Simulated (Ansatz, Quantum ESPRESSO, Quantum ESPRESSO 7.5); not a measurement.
# Ballistic transmission: C2 chain between two Sn chains

Aim: the zero-bias transmission with pwcond for this junction: C2 chain between two Sn chains.

Main program and level: Quantum ESPRESSO 7.5; plane-wave DFT, PBE, GBRV ultrasoft pseudopotentials (cross-check by Ansatz 0.2.0 with PAW datasets).

## Step 1: The structure

The cell holds 12 atoms: 10 Sn and 2 C. Its edges and angles: a = 7.500 Å, b = 7.500 Å, c = 29.904 Å, α = 90.0°, β = 90.0°, γ = 90.0°. Regions: left lead, 5 atoms (5 Sn); channel, 2 atoms (2 C); right lead, 5 atoms (5 Sn). Vacuum lies along a and b. The structure is stacked along c, and the current runs across the ab planes.

## Step 2: SCF with pw.x

One periodic cell holds a stretch of lead, the junction and more lead; the atoms stay as built.

Input file scf.in:

```
&control
  prefix = 'scf'
  outdir = './out'
  pseudo_dir = './pseudo'
  calculation = 'scf'
  tprnfor = .true.
/
&system
  ibrav = 0
  nat = 12
  ntyp = 2
  ecutwfc = 34
  ecutrho = 170
  occupations = 'smearing'
  smearing = 'mv'
  degauss = 0.01
/
&electrons
  conv_thr = 1e-07
  mixing_beta = 0.25
  electron_maxstep = 120
  mixing_mode = 'local-TF'
/
ATOMIC_SPECIES
  Sn  118.7100  sn_pbe_v1.4.uspp.F.UPF
  C   12.0110  c_pbe_v1.2.uspp.F.UPF
CELL_PARAMETERS angstrom
  7.50000000000000 0.00000000000000 0.00000000000000
  0.00000000000000 7.50000000000000 0.00000000000000
  0.00000000000000 0.00000000000000 29.90380000000000
ATOMIC_POSITIONS crystal
  Sn  0.500000000000 0.500000000000 0.000000000000
  Sn  0.500000000000 0.500000000000 0.091961556725
  Sn  0.500000000000 0.500000000000 0.183923113450
  Sn  0.500000000000 0.500000000000 0.275884670176
  Sn  0.500000000000 0.500000000000 0.367846226901
  C   0.500000000000 0.500000000000 0.433453273497
  C   0.500000000000 0.500000000000 0.474585169778
  Sn  0.500000000000 0.500000000000 0.540192216374
  Sn  0.500000000000 0.500000000000 0.632153773099
  Sn  0.500000000000 0.500000000000 0.724115329824
  Sn  0.500000000000 0.500000000000 0.816076886550
  Sn  0.500000000000 0.500000000000 0.908038443275
K_POINTS automatic
  1 1 3 0 0 0
```

On the command line:

```console
> OMP_NUM_THREADS=1 mpirun -n 2 pw.x -nk 1 -in scf.in > scf.out
```

Log:

```text
Program PWSCF v.7.5 starts
[citation notice left out]

     Parallel version (MPI & OpenMP), running on       2 processor cores
     Number of MPI processes:                 2
     Threads/MPI process:                     1

     MPI processes distributed on     1 nodes
[...]
Current dimensions of program PWSCF are:
     Max number of different atomic species (ntypx) = 10
     Max number of k-points (npk) =  40000
     Max angular momentum in pseudopotentials (lmaxx) =  4
     Message from routine setup:
     using ibrav=0 with symmetry is DISCOURAGED, use correct ibrav instead

     R & G space division:  proc/nbgrp/npool/nimage =       2
     Subspace diagonalization in iterative solution of the eigenvalue problem:
     a serial algorithm will be used

     Parallelization info
     --------------------
     sticks:   dense  smooth     PW     G-vecs:    dense   smooth      PW
     Min        1354    1088    276               212420   152008   19384
     Max        1355    1089    277               212443   152017   19393
     Sum        2709    2177    553               424863   304025   38777

     Using Slab Decomposition

     bravais-lattice index     =            0
     lattice parameter (alat)  =      14.1729  a.u.
     unit-cell volume          =   11351.2975 (a.u.)^3
     number of atoms/cell      =           12
     number of atomic types    =            2
     number of electrons       =       148.00
     number of Kohn-Sham states=           89
     kinetic-energy cutoff     =      34.0000  Ry
     charge density cutoff     =     170.0000  Ry
     scf convergence threshold =      1.0E-07
     mixing beta               =       0.2500
     number of iterations used =            8  local-TF  mixing
     Exchange-correlation= SLA  PW   PBE  PBE
                           (   1   4   3   4   0   0   0)

     celldm(1)=  14.172946  celldm(2)=   0.000000  celldm(3)=   0.000000
     celldm(4)=   0.000000  celldm(5)=   0.000000  celldm(6)=   0.000000

     crystal axes: (cart. coord. in units of alat)
               a(1) = (   1.000000   0.000000   0.000000 )
               a(2) = (   0.000000   1.000000   0.000000 )
               a(3) = (   0.000000   0.000000   3.987173 )

     reciprocal axes: (cart. coord. in units 2 pi/alat)
               b(1) = (  1.000000  0.000000  0.000000 )
               b(2) = (  0.000000  1.000000  0.000000 )
               b(3) = (  0.000000  0.000000  0.250804 )

     PseudoPot. # 1 for Sn read from file:
     ./pseudo/sn_pbe_v1.4.uspp.F.UPF
     Pseudo is Ultrasoft + core correction, Zval = 14.0
     Generated by new atomic code, or converted to UPF format
     Using radial grid of  891 points,  6 beta functions with:
                l(1) =   0
                l(2) =   0
                l(3) =   1
                l(4) =   1
                l(5) =   2
                l(6) =   2
     Q(r) pseudized with  8 coefficients,  rinner =    1.350   1.350   1.350
                                                       1.350   1.350

     PseudoPot. # 2 for C  read from file:
     ./pseudo/c_pbe_v1.2.uspp.F.UPF
     Pseudo is Ultrasoft + core correction, Zval =  4.0
     Generated by new atomic code, or converted to UPF format
     Using radial grid of  721 points,  4 beta functions with:
                l(1) =   0
                l(2) =   0
                l(3) =   1
                l(4) =   1
     Q(r) pseudized with  8 coefficients,  rinner =    1.100   1.100   1.100

     atomic species   valence    mass     pseudopotential
     Sn               14.00   118.71000     Sn( 1.00)
     C                 4.00    12.01100     C ( 1.00)

      8 Sym. Ops. (no inversion) found

   Cartesian axes

     site n.     atom                  positions (alat units)
         1        Sn     tau(   1) = (   0.5000000   0.5000000   0.0000000  )
         2        Sn     tau(   2) = (   0.5000000   0.5000000   0.3666667  )
         3        Sn     tau(   3) = (   0.5000000   0.5000000   0.7333333  )
         4        Sn     tau(   4) = (   0.5000000   0.5000000   1.1000000  )
         5        Sn     tau(   5) = (   0.5000000   0.5000000   1.4666667  )
         6        C      tau(   6) = (   0.5000000   0.5000000   1.7282533  )
         7        C      tau(   7) = (   0.5000000   0.5000000   1.8922533  )
         8        Sn     tau(   8) = (   0.5000000   0.5000000   2.1538400  )
         9        Sn     tau(   9) = (   0.5000000   0.5000000   2.5205067  )
        10        Sn     tau(  10) = (   0.5000000   0.5000000   2.8871733  )
        11        Sn     tau(  11) = (   0.5000000   0.5000000   3.2538400  )
        12        Sn     tau(  12) = (   0.5000000   0.5000000   3.6205067  )

     number of k points=     2  Marzari-Vanderbilt smearing, width (Ry)=  0.0100
                       cart. coord. in units 2pi/alat
        k(    1) = (   0.0000000   0.0000000   0.0000000), wk =   0.6666667
        k(    2) = (   0.0000000   0.0000000   0.0836014), wk =   1.3333333

     Dense  grid:   424863 G-vectors     FFT dimensions: (  60,  60, 240)

     Smooth grid:   304025 G-vectors     FFT dimensions: (  54,  54, 216)

     Estimated max dynamical RAM per process >     955.72 MB

     Estimated total dynamical RAM >       1.87 GB

     Initial potential from superposition of free atoms

     starting charge     137.9995, renormalised to     148.0000

     negative rho (up, down):  1.436E-04 0.000E+00
     Starting wfcs are   98 randomized atomic wfcs

     total cpu time spent up to now is        4.0 secs

     per-process dynamical memory:   220.8 Mb

     Self-consistent Calculation

     iteration #  1     ecut=    34.00 Ry     beta= 0.25
     Davidson diagonalization with overlap
     ethr =  1.00E-02,  avg # of iterations =  3.0

     negative rho (up, down):  1.535E-01 0.000E+00

     total cpu time spent up to now is       16.3 secs

     total energy              =   -1618.59139677 Ry
     estimated scf accuracy    <      31.72257970 Ry

     iteration #  2     ecut=    34.00 Ry     beta= 0.25
[...]
negative rho (up, down):  1.857E+00 0.000E+00

[...]
total energy              =   -1609.49196775 Ry
     estimated scf accuracy    <      25.73642829 Ry

     iteration #  3     ecut=    34.00 Ry     beta= 0.25
[...]
negative rho (up, down):  7.491E-01 0.000E+00

[...]
total energy              =   -1612.36242154 Ry
     estimated scf accuracy    <      18.86905856 Ry

     iteration #  4     ecut=    34.00 Ry     beta= 0.25
[...]
negative rho (up, down):  6.469E-01 0.000E+00

[...]
total energy              =   -1614.23627722 Ry
     estimated scf accuracy    <       8.85451413 Ry

     iteration #  8     ecut=    34.00 Ry     beta= 0.25
[...]
negative rho (up, down):  6.595E-01 0.000E+00

[...]
total energy              =   -1614.29699453 Ry
     estimated scf accuracy    <       1.87758545 Ry

     iteration #  9     ecut=    34.00 Ry     beta= 0.25
[...]
negative rho (up, down):  6.200E-01 0.000E+00

[...]
total energy              =   -1614.01638732 Ry
     estimated scf accuracy    <       1.09685871 Ry

     iteration # 10     ecut=    34.00 Ry     beta= 0.25
[...]
negative rho (up, down):  3.324E-01 0.000E+00

[...]
total energy              =   -1613.95387485 Ry
     estimated scf accuracy    <       0.28977229 Ry

     iteration # 11     ecut=    34.00 Ry     beta= 0.25
[...]
negative rho (up, down):  1.959E-01 0.000E+00

[...]
total energy              =   -1614.07441443 Ry
     estimated scf accuracy    <       0.64088299 Ry

     iteration # 12     ecut=    34.00 Ry     beta= 0.25
[...]
negative rho (up, down):  1.611E-01 0.000E+00

[...]
total energy              =   -1613.93483105 Ry
     estimated scf accuracy    <       0.33940118 Ry

     iteration # 13     ecut=    34.00 Ry     beta= 0.25
[...]
negative rho (up, down):  1.308E-01 0.000E+00

[...]
total energy              =   -1613.98028412 Ry
     estimated scf accuracy    <       0.05192736 Ry

     iteration # 14     ecut=    34.00 Ry     beta= 0.25
[...]
negative rho (up, down):  5.875E-02 0.000E+00

[...]
total energy              =   -1613.97718706 Ry
     estimated scf accuracy    <       0.01018832 Ry

[...]
iteration # 19     ecut=    34.00 Ry     beta= 0.25
[...]
negative rho (up, down):  2.344E-06 0.000E+00

[...]
total energy              =   -1613.97605837 Ry
     estimated scf accuracy    <       0.00023247 Ry

     iteration # 20     ecut=    34.00 Ry     beta= 0.25
[...]
negative rho (up, down):  1.888E-06 0.000E+00

[...]
total energy              =   -1613.97609153 Ry
     estimated scf accuracy    <       0.00002469 Ry

     iteration # 21     ecut=    34.00 Ry     beta= 0.25
[...]
negative rho (up, down):  6.647E-06 0.000E+00

[...]
total energy              =   -1613.97610498 Ry
     estimated scf accuracy    <       0.00001612 Ry

     iteration # 22     ecut=    34.00 Ry     beta= 0.25
[...]
negative rho (up, down):  1.108E-05 0.000E+00

[...]
total energy              =   -1613.97610396 Ry
     estimated scf accuracy    <       0.00000704 Ry

     iteration # 23     ecut=    34.00 Ry     beta= 0.25
[...]
negative rho (up, down):  2.638E-05 0.000E+00

[...]
total energy              =   -1613.97610632 Ry
     estimated scf accuracy    <       0.00000246 Ry

     iteration # 24     ecut=    34.00 Ry     beta= 0.25
[...]
negative rho (up, down):  4.249E-05 0.000E+00

[...]
total energy              =   -1613.97610592 Ry
     estimated scf accuracy    <       0.00000102 Ry

     iteration # 25     ecut=    34.00 Ry     beta= 0.25
[...]
negative rho (up, down):  3.546E-05 0.000E+00

[...]
total energy              =   -1613.97610587 Ry
     estimated scf accuracy    <       0.00000035 Ry

     iteration # 26     ecut=    34.00 Ry     beta= 0.25
[...]
negative rho (up, down):  2.811E-05 0.000E+00

[...]
End of self-consistent calculation

          k = 0.0000 0.0000 0.0000 ( 37961 PWs)   bands (ev):

   -23.6505 -23.6402 -23.5584 -23.4857 -23.3851 -23.3587 -23.3584 -23.3580
   -23.3579 -23.3222 -23.3222 -23.3206 -23.3206 -23.2760 -23.2760 -23.2615
   -23.2615 -23.2279 -23.2192 -23.2192 -23.1697 -23.1696 -23.1691 -23.1690
   -23.1431 -23.1423 -23.1407 -23.1407 -23.1267 -23.1262 -23.0965 -23.0959
   -23.0954 -23.0953 -23.0848 -23.0785 -23.0785 -23.0539 -23.0538 -23.0535
   -23.0534 -23.0530 -23.0530 -23.0208 -23.0208 -22.9876 -22.9873 -22.9873
   -22.8980 -22.8194 -16.1325 -11.0328 -10.1765  -9.9774  -9.9444  -9.4461
    -9.1952  -8.4619  -8.0456  -7.0721  -6.3985  -5.2432  -5.2432  -5.0286
    -4.5766  -2.9781  -2.5960  -2.5960  -2.5216  -2.5216  -2.1545  -2.1545
    -2.0657  -2.0657  -1.8896  -1.3525  -1.3525  -1.2444  -1.2444  -0.2891
    -0.2642  -0.2642  -0.1205  -0.1205   0.8462   0.8466   0.9429   1.0715
     1.0716

          k = 0.0000 0.0000 0.0836 ( 38037 PWs)   bands (ev):

   -23.6489 -23.6426 -23.5569 -23.4873 -23.3843 -23.3589 -23.3584 -23.3583
   -23.3580 -23.3216 -23.3216 -23.3210 -23.3210 -23.2757 -23.2757 -23.2620
   -23.2620 -23.2292 -23.2192 -23.2192 -23.1699 -23.1697 -23.1693 -23.1692
   -23.1432 -23.1424 -23.1410 -23.1410 -23.1268 -23.1265 -23.0966 -23.0963
   -23.0955 -23.0955 -23.0844 -23.0787 -23.0787 -23.0540 -23.0540 -23.0536
   -23.0536 -23.0531 -23.0531 -23.0208 -23.0208 -22.9887 -22.9875 -22.9875
   -22.8985 -22.8193 -16.1325 -11.0328 -10.1519 -10.0794  -9.8098  -9.5799
    -9.0489  -8.6203  -7.8828  -7.2300  -6.2397  -5.2597  -5.2432  -5.2432
    -4.3458  -3.1355  -2.6167  -2.6167  -2.4614  -2.4614  -2.2928  -2.2928
    -1.8796  -1.8796  -1.7319  -1.6053  -1.6053  -0.9634  -0.9634  -0.5763
    -0.5763  -0.4444   0.1966   0.1966   0.6110   0.6111   1.0470   1.1947
     1.2419

     the Fermi energy is    -1.8201 ev

!    total energy              =   -1613.97610604 Ry
     estimated scf accuracy    <       0.00000009 Ry
     smearing contrib. (-TS)   =      -0.00224967 Ry
     internal energy E=F+TS    =   -1613.97385637 Ry

     The total energy is F=E-TS. E is the sum of the following terms:
     one-electron contribution =   -1829.41791976 Ry
     hartree contribution      =     954.43151087 Ry
     xc contribution           =    -435.77789049 Ry
     ewald contribution        =    -303.20955699 Ry

     convergence has been achieved in  26 iterations

     negative rho (up, down):  2.811E-05 0.000E+00

     Forces acting on atoms (cartesian axes, Ry/au):

     atom    1 type  1   force =     0.00000000    0.00000000    0.00392135
     atom    2 type  1   force =     0.00000000    0.00000000   -0.00895276
     atom    3 type  1   force =     0.00000000    0.00000000   -0.01029954
     atom    4 type  1   force =     0.00000000    0.00000000    0.01245858
     atom    5 type  1   force =     0.00000000    0.00000000   -0.06991400
     atom    6 type  2   force =     0.00000000    0.00000000   -0.03349360
     atom    7 type  2   force =     0.00000000    0.00000000    0.03353936
     atom    8 type  1   force =     0.00000000    0.00000000    0.06989405
     atom    9 type  1   force =     0.00000000    0.00000000   -0.01246605
     atom   10 type  1   force =     0.00000000    0.00000000    0.01030493
     atom   11 type  1   force =     0.00000000    0.00000000    0.00893899
     atom   12 type  1   force =     0.00000000    0.00000000   -0.00393131

     Total force =     0.112843     Total SCF correction =     0.000712

[...]
=------------------------------------------------------------------------------=
   JOB DONE.
=------------------------------------------------------------------------------=
```

Run time: 4.2 min. Hardware: 2 MPI ranks of Arm Neoverse V2, shared host; peak memory 1.8 GiB.

Read from the output:

| Item | Value |
| --- | --- |
| free energy | -21959.2636 eV |
| Fermi energy | -1.820 eV |

The program's own clock; routines nest. Time by routine:

```
   routine  wall time (s)  calls
     PWSCF          253.3      1
 electrons            247      1
   c_bands          158.3     26
   cegterg          155.3     52
     h_psi          100.6    204
      fftw          84.15  25970
  vloc_psi          73.98    204
  sum_band          42.53     26
   mix_rho          23.77     26
      newd          19.46     27
    calbec          19.09    264
      ffts          14.78   3128
add_vuspsi           12.9    204
     s_psi          12.84    204
```

The run needed 26 iterations to bring the estimated error under 1e-07 Ry; the largest force on any atom, held or free, is 1.80 eV/Å.

(Part 1 of 4 ends here.)

[Logs are printed without paths, hosts, clocks, repeated set-up lines and the standing remarks that a program may print on its own settings, such as how far it seeks lower states.]

[Hosts, paths, dates, database ids (printed as entryN), source tags and the programs' standing remarks are cut or masked in the printed files.]

[Maps of the electrostatic potential energy from Ansatz leave out the sawtooth potential of an applied field or a dipole correction, so their vacuum need not be flat; planar profiles and work functions include it.]
